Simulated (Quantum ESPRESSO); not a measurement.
# ZrSe2 (P-3m1) in Quantum ESPRESSO: dielectric tensor with PBE

Aim: the dielectric tensor of ZrSe2 with PBE.

Everything below comes from runs of Quantum ESPRESSO 7.5. Logs are shortened: lines on timing, memory, paths and dates and some standing lists are left out, and cuts for length are marked.

## Step 1: Starting point

It takes space group P-3m1 (No. 164, trigonal). Conventional cell: a = 3.798 Å, b = 3.798 Å, c = 6.192 Å, α = 90.00°, β = 90.00°, γ = 120.00°. Zr (site symmetry -3m) has 6 Se at 2.68 Å as nearest neighbours. Se (site symmetry 3m) is surrounded by 3 Zr at 2.68 Å.

## Step 2: Dielectric tensor, PBE

File pw.in:

```
&CONTROL
  calculation = 'scf'
  prefix = 'pwscf'
  outdir = './tmp'
  pseudo_dir = './pseudo'
  tprnfor = .true.
  tstress = .true.
  disk_io = 'low'
/
&SYSTEM
  ibrav = 0
  nat = 3
  ntyp = 2
  ecutwfc = 86
  nbnd = 31
  occupations = 'smearing'
  smearing = 'fd'
  degauss = 0.00367493
/
&ELECTRONS
  conv_thr = 6d-10
  electron_maxstep = 120
  mixing_beta = 0.5
/
ATOMIC_SPECIES
Zr    91.2240 Zr.upf
Se    78.9710 Se.upf
CELL_PARAMETERS angstrom
   3.7980000000    0.0000000000    0.0000000000
  -1.8990000000    3.2891644836    0.0000000000
   0.0000000000    0.0000000000    6.1920000000
ATOMIC_POSITIONS crystal
Zr     0.0000000000    0.0000000000    0.0000000000
Se     0.6666666667    0.3333333333    0.7500000000
Se     0.3333333333    0.6666666667    0.2500000000
K_POINTS automatic
8 8 4 0 0 1
```

File scf2.in:

```
&CONTROL
  calculation = 'scf'
  prefix = 'pwscf'
  outdir = './tmp'
  pseudo_dir = './pseudo'
  tprnfor = .true.
  tstress = .true.
  disk_io = 'low'
/
&SYSTEM
  ibrav = 0
  nat = 3
  ntyp = 2
  ecutwfc = 86
  nbnd = 31
  occupations = 'fixed'
/
&ELECTRONS
  conv_thr = 1d-13
  electron_maxstep = 120
  mixing_beta = 0.5
  startingpot = 'file'
  startingwfc = 'file'
/
ATOMIC_SPECIES
Zr    91.2240 Zr.upf
Se    78.9710 Se.upf
CELL_PARAMETERS angstrom
   3.7980000000    0.0000000000    0.0000000000
  -1.8990000000    3.2891644836    0.0000000000
   0.0000000000    0.0000000000    6.1920000000
ATOMIC_POSITIONS crystal
Zr     0.0000000000    0.0000000000    0.0000000000
Se     0.6666666667    0.3333333333    0.7500000000
Se     0.3333333333    0.6666666667    0.2500000000
K_POINTS automatic
8 8 4 0 0 1
```

File ph.in:

```
dielectric of ZrSe2
&INPUTPH
  prefix = 'pwscf'
  outdir = './tmp'
  tr2_ph = 1d-16
  fildyn = 'dyn'
  niter_ph = 60
  alpha_mix(1) = 0.7
  epsil = .true.
  trans = .false.
  zeu = .true.
/
0.0000000000 0.0000000000 0.0000000000
```

Potentials or basis: PseudoDojo 0.4.1 SR PBE standard.

Run with:

```
> OMP_NUM_THREADS=1 pw.x -in pw.in > pw.out
> OMP_NUM_THREADS=1 pw.x -in scf2.in > scf2.out
> OMP_NUM_THREADS=1 ph.x -in ph.in > ph.out
```

pw.out:

```text
This program is part of the open-source Quantum ESPRESSO suite
     for quantum simulation of materials; please cite
[... 9 lines left out ...]
     --------------------
     sticks:   dense  smooth     PW     G-vecs:    dense   smooth      PW
     Sum        1225    1225    349                56217    56217    8449

     Using Slab Decomposition

     bravais-lattice index     =            0
     lattice parameter (alat)  =       7.1772  a.u.
     unit-cell volume          =     521.9971 (a.u.)^3
     number of atoms/cell      =            3
     number of atomic types    =            2
     number of electrons       =        44.00
     number of Kohn-Sham states=           31
     kinetic-energy cutoff     =      86.0000  Ry
     charge density cutoff     =     344.0000  Ry
     scf convergence threshold =      6.0E-10
     mixing beta               =       0.5000
     number of iterations used =            8  plain     mixing
     Exchange-correlation= PBE
                           (   1   4   3   4   0   0   0)

     celldm(1)=   7.177180  celldm(2)=   0.000000  celldm(3)=   0.000000
     celldm(4)=   0.000000  celldm(5)=   0.000000  celldm(6)=   0.000000

     crystal axes: (cart. coord. in units of alat)
               a(1) = (   1.000000   0.000000   0.000000 )
               a(2) = (  -0.500000   0.866025   0.000000 )
               a(3) = (   0.000000   0.000000   1.630332 )

     reciprocal axes: (cart. coord. in units 2 pi/alat)
               b(1) = (  1.000000  0.577350 -0.000000 )
               b(2) = (  0.000000  1.154701  0.000000 )
               b(3) = (  0.000000 -0.000000  0.613372 )

     PseudoPot. # 1 for Zr read from file:
     Zr.upf
     Pseudo is Norm-conserving + core correction, Zval = 12.0
     Generated using ONCVPSP code by D. R. Hamann
     Using radial grid of 1622 points,  6 beta functions with:
                l(1) =   0
                l(2) =   0
                l(3) =   1
                l(4) =   1
                l(5) =   2
                l(6) =   2

     PseudoPot. # 2 for Se read from file:
     Se.upf
     Pseudo is Norm-conserving + core correction, Zval = 16.0
     Generated using ONCVPSP code by D. R. Hamann
     Using radial grid of 1214 points,  6 beta functions with:
                l(1) =   0
                l(2) =   0
                l(3) =   1
                l(4) =   1
                l(5) =   2
                l(6) =   2

     atomic species   valence    mass     pseudopotential
     Zr               12.00    91.22400     Zr( 1.00)
     Se               16.00    78.97100     Se( 1.00)

     12 Sym. Ops., with inversion, found

   Cartesian axes

     site n.     atom                  positions (alat units)
         1        Zr     tau(   1) = (   0.0000000   0.0000000   0.0000000  )
         2        Se     tau(   2) = (   0.5000000   0.2886751   1.2227488  )
         3        Se     tau(   3) = (  -0.0000000   0.5773503   0.4075829  )

     number of k points=    30  Fermi-Dirac smearing, width (Ry)=  0.0037
                       cart. coord. in units 2pi/alat
        k(    1) = (   0.0000000   0.0000000   0.0766715), wk =   0.0156250
        k(    2) = (   0.0000000   0.0000000   0.2300145), wk =   0.0156250
        k(    3) = (   0.0000000   0.1443376   0.0766715), wk =   0.0468750
        k(    4) = (   0.0000000   0.1443376   0.2300145), wk =   0.0468750
        k(    5) = (   0.0000000   0.2886751   0.0766715), wk =   0.0468750
        k(    6) = (   0.0000000   0.2886751   0.2300145), wk =   0.0468750
[... 22 lines left out ...]
        k(   29) = (  -0.1250000   0.5051815  -0.0766715), wk =   0.0937500
        k(   30) = (  -0.1250000   0.5051815  -0.2300145), wk =   0.0937500

     Dense  grid:    56217 G-vectors     FFT dimensions: (  45,  45,  72)

     Initial potential from superposition of free atoms

     starting charge      43.9975, renormalised to      44.0000
     Starting wfcs are   28 randomized atomic wfcs +    3 random wfcs

     Self-consistent Calculation

     iteration #  1     ecut=    86.00 Ry     beta= 0.50
     Davidson diagonalization with overlap
     ethr =  1.00E-02,  avg # of iterations =  6.0

     Threshold (ethr) on eigenvalues was too large:
     Diagonalizing with lowered threshold

     Davidson diagonalization with overlap
     ethr =  2.61E-04,  avg # of iterations =  2.5

     total energy              =    -586.45655537 Ry
     estimated scf accuracy    <       0.11685629 Ry

     iteration #  2     ecut=    86.00 Ry     beta= 0.50
     Davidson diagonalization with overlap
     ethr =  2.66E-04,  avg # of iterations =  2.6

     total energy              =    -586.46858007 Ry
     estimated scf accuracy    <       0.04482345 Ry

     iteration #  3     ecut=    86.00 Ry     beta= 0.50
     Davidson diagonalization with overlap
     ethr =  1.02E-04,  avg # of iterations =  3.4

     total energy              =    -586.47937320 Ry
     estimated scf accuracy    <       0.02267646 Ry
[... 33 lines left out ...]
     total energy              =    -586.48251887 Ry
     estimated scf accuracy    <          3.3E-09 Ry

     iteration #  9     ecut=    86.00 Ry     beta= 0.50
     Davidson diagonalization with overlap
     ethr =  7.59E-12,  avg # of iterations =  3.3

     total energy              =    -586.48251887 Ry
     estimated scf accuracy    <          1.4E-09 Ry

     iteration # 10     ecut=    86.00 Ry     beta= 0.50
     Davidson diagonalization with overlap
     ethr =  3.12E-12,  avg # of iterations =  2.0

     End of self-consistent calculation

          k = 0.0000 0.0000 0.0767 (  7049 PWs)   bands (ev):

   -40.3924 -37.8800 -37.8800 -37.8798 -37.8798 -37.8701 -37.8701 -37.8697
   -37.8697 -37.8657 -37.8655 -18.4438 -18.3336 -18.3336  -4.1004  -2.9183
     4.5339   6.3661   6.3661   8.7672   9.0110   9.0110  10.1364  10.1364
    10.7967  13.4775  13.4775  14.0589  14.2284  18.1011  18.1011

          k = 0.0000 0.0000 0.2300 (  7060 PWs)   bands (ev):

   -40.3924 -37.8801 -37.8801 -37.8797 -37.8797 -37.8701 -37.8701 -37.8698
   -37.8698 -37.8657 -37.8656 -18.4440 -18.3336 -18.3336  -3.9219  -3.1744
     5.2708   6.3990   6.3990   7.3912   8.8947   8.8947  10.1171  10.1171
    11.0356  13.7539  13.7539  14.5184  15.4308  18.2188  18.2194

          k = 0.0000 0.1443 0.0767 (  7054 PWs)   bands (ev):

   -40.3910 -37.8799 -37.8798 -37.8798 -37.8795 -37.8701 -37.8701 -37.8697
   -37.8697 -37.8657 -37.8655 -18.4373 -18.3610 -18.3394  -3.9641  -2.9264
     4.7152   6.1771   6.4252   7.8314   8.5857   8.8957  10.1947  10.6493
    11.0881  12.9784  13.2900  14.8066  15.4349  17.6351  18.8391
[... 24 lines left out ...]
   -40.3843 -37.8799 -37.8797 -37.8794 -37.8776 -37.8700 -37.8700 -37.8698
   -37.8695 -37.8654 -37.8653 -18.4916 -18.4051 -18.3674  -3.2995  -2.8834
     4.8459   5.6136   6.3583   6.5619   7.8424   7.8582   9.6984  11.4878
    11.9407  13.5110  13.7959  15.2523  15.7680  17.9855  18.6152

          k = 0.0000 0.4330 0.2300 (  7025 PWs)   bands (ev):

   -40.3843 -37.8799 -37.8796 -37.8795 -37.8776 -37.8700 -37.8699 -37.8698
   -37.8696 -37.8653 -37.8653 -18.4915 -18.4052 -18.3674  -3.2953  -2.8827
     4.7214   5.3728   6.4730   6.7103   7.9964   8.2230   9.5740  11.5289
    11.9426  13.4376  13.4801  14.7633  15.2656  17.7882  19.4055

          k = 0.0000-0.5774 0.0767 (  7040 PWs)   bands (ev):

   -40.3829 -37.8799 -37.8797 -37.8793 -37.8772 -37.8700 -37.8699 -37.8698
   -37.8695 -37.8653 -37.8652 -18.5179 -18.3986 -18.3732  -3.1612  -2.8583
     4.4884   5.9501   6.5127   6.5533   7.1575   7.7760   9.6496  11.6017
    11.9403  13.9861  14.0562  14.8456  16.1043  17.7409  18.0557

          k = 0.0000-0.5774 0.2300 (  7010 PWs)   bands (ev):

   -40.3829 -37.8800 -37.8796 -37.8794 -37.8772 -37.8700 -37.8699 -37.8698
   -37.8696 -37.8653 -37.8652 -18.5178 -18.3987 -18.3732  -3.2240  -2.7812
     4.4189   5.5496   6.4329   6.5694   7.9501   7.9928   9.5157  11.5982
    11.9295  13.6560  14.0963  14.5223  15.4176  16.7604  18.9960

          k = 0.1250 0.2165 0.0767 (  7048 PWs)   bands (ev):

   -40.3887 -37.8799 -37.8797 -37.8796 -37.8788 -37.8701 -37.8700 -37.8697
   -37.8697 -37.8656 -37.8654 -18.4264 -18.4043 -18.3523  -3.7164  -2.9464
     5.0667   5.9675   6.4289   6.9796   7.7876   8.6670  10.3716  10.8069
    11.4521  13.0388  13.2853  16.0580  16.4871  17.6381  18.1007

          k = 0.1250 0.2165 0.2300 (  7037 PWs)   bands (ev):

   -40.3887 -37.8799 -37.8798 -37.8796 -37.8789 -37.8701 -37.8700 -37.8697
   -37.8697 -37.8655 -37.8654 -18.4265 -18.4043 -18.3523  -3.5592  -3.1388
     5.3208   5.8771   6.4356   7.1570   7.7383   8.2140  10.4660  10.7112
    11.8128  12.8028  13.1952  16.4899  16.5938  17.5547  17.6645
[... 87 lines left out ...]
   -40.3843 -37.8799 -37.8798 -37.8793 -37.8776 -37.8701 -37.8700 -37.8697
   -37.8695 -37.8654 -37.8653 -18.4916 -18.4051 -18.3674  -3.2037  -2.9956
     4.9642   5.9299   6.2671   6.6279   7.2701   7.7251   9.7602  11.5014
    11.7454  13.9779  14.1443  15.3026  16.5172  17.4597  18.5217

          k = 0.0000 0.4330-0.2300 (  7025 PWs)   bands (ev):

   -40.3843 -37.8800 -37.8797 -37.8794 -37.8775 -37.8701 -37.8699 -37.8697
   -37.8696 -37.8654 -37.8653 -18.4915 -18.4052 -18.3674  -3.1973  -2.9972
     4.8366   5.5156   6.5257   6.7873   7.5798   7.8898   9.6824  11.5411
    11.7363  13.6449  14.1177  14.7574  16.0481  17.0212  19.4701

          k =-0.1250 0.3608-0.0767 (  7016 PWs)   bands (ev):

   -40.3853 -37.8800 -37.8797 -37.8794 -37.8778 -37.8701 -37.8700 -37.8697
   -37.8696 -37.8654 -37.8653 -18.4626 -18.4106 -18.3730  -3.3240  -2.9871
     5.4789   5.6834   6.0354   6.6968   7.2065   7.8961  10.3442  11.1074
    11.7792  13.0958  14.1288  16.1635  17.2549  17.6711  18.0198

          k =-0.1250 0.3608-0.2300 (  7030 PWs)   bands (ev):

   -40.3853 -37.8799 -37.8798 -37.8795 -37.8778 -37.8701 -37.8699 -37.8697
   -37.8696 -37.8654 -37.8653 -18.4626 -18.4107 -18.3730  -3.1910  -3.1257
     5.2171   5.4712   6.5285   6.8687   7.2714   7.8563  10.3291  11.0097
    11.8418  13.1665  13.6049  16.0118  16.8372  17.6659  18.3212

          k =-0.1250 0.5052-0.0767 (  7027 PWs)   bands (ev):

   -40.3829 -37.8799 -37.8797 -37.8793 -37.8771 -37.8700 -37.8699 -37.8698
   -37.8695 -37.8653 -37.8652 -18.5028 -18.3991 -18.3882  -3.0888  -2.9374
     4.7652   5.8410   6.4900   6.5896   7.0572   7.2828  10.2399  11.4719
    11.8207  13.4134  14.1385  15.6373  16.5561  17.4570  18.4695

          k =-0.1250 0.5052-0.2300 (  7019 PWs)   bands (ev):

   -40.3829 -37.8799 -37.8796 -37.8794 -37.8771 -37.8700 -37.8699 -37.8697
   -37.8696 -37.8653 -37.8652 -18.5028 -18.3992 -18.3882  -3.1467  -2.8716
     4.6968   5.5149   6.4663   6.6969   7.2937   7.6810  10.0750  11.4442
    11.7958  13.3180  14.5753  14.8895  16.0932  17.2500  18.4517

     the Fermi energy is     9.2500 ev

!    total energy              =    -586.48251887 Ry
     estimated scf accuracy    <          1.9E-11 Ry
     smearing contrib. (-TS)   =      -0.00001622 Ry
     internal energy E=F+TS    =    -586.48250265 Ry

     The total energy is F=E-TS. E is the sum of the following terms:
     one-electron contribution =    -323.38580192 Ry
     hartree contribution      =     171.57732438 Ry
     xc contribution           =    -116.91723111 Ry
     ewald contribution        =    -317.75679400 Ry

     convergence has been achieved in  10 iterations

     Forces acting on atoms (cartesian axes, Ry/au):

     atom    1 type  1   force =     0.00000000    0.00000000    0.00000000
     atom    2 type  2   force =     0.00000000    0.00000000   -0.01121827
     atom    3 type  2   force =    -0.00000000   -0.00000000    0.01121827

     Total force =     0.015865     Total SCF correction =     0.000007

     Computing stress (Cartesian axis) and pressure

          total   stress  (Ry/bohr**3)                   (kbar)     P=       19.63
   0.00009546   0.00000000   0.00000000           14.04        0.00        0.00
   0.00000000   0.00009546   0.00000000            0.00       14.04        0.00
   0.00000000   0.00000000   0.00020943            0.00        0.00       30.81

=------------------------------------------------------------------------------=
   JOB DONE.
=------------------------------------------------------------------------------=
```

Run time: 32 min. Hardware: 1 thread of Intel Xeon Platinum 8259CL at 2.50GHz (Skylake/Cascade Lake), shared host; peak memory 0.19 GiB.

Results:

| Quantity | Value |
| --- | --- |
| Free energy | -7979.5011 eV |
| Pressure | 2.0 GPa |
| Largest force | 0.288 eV/Å |
| Electronic dielectric tensor (diagonal) | 17.94, 17.94, 7.02 |
| Born charges (mean of the diagonal) | Zr +6.04; Se -3.09 e |

Forces on the atoms (eV/Å):
```
Zr   0.000  0.000  0.000
Se   0.000  0.000 -0.288
Se   0.000  0.000  0.288
```

Electronic dielectric tensor:
```
17.94  0.00  0.00
 0.00 17.94  0.00
 0.00  0.00  7.02
```

Born effective charge tensors (e):
atom 1, Zr
```
8.12 0.00 0.00
0.00 8.12 0.00
0.00 0.00 1.89
```
atom 2, Se
```
-4.17  0.00  0.00
 0.00 -4.17  0.00
 0.00  0.00 -0.94
```
atom 3, Se
```
-4.17  0.00  0.00
 0.00 -4.17  0.00
 0.00  0.00 -0.94
```

Caveat: the mesh is thin for the dielectric tensor, Born charges and intensities, which usually come out too large; the shifted mesh misses Γ, where the gap is smaller or closed, so treating the crystal as an insulator may be wrong and the dielectric response too small; the Born charges break their sum rule by 0.14 e, a sign of too thin a mesh; this functional lacks dispersion, which binds the layers, so the pressure and a relaxed spacing across them are unreliable.
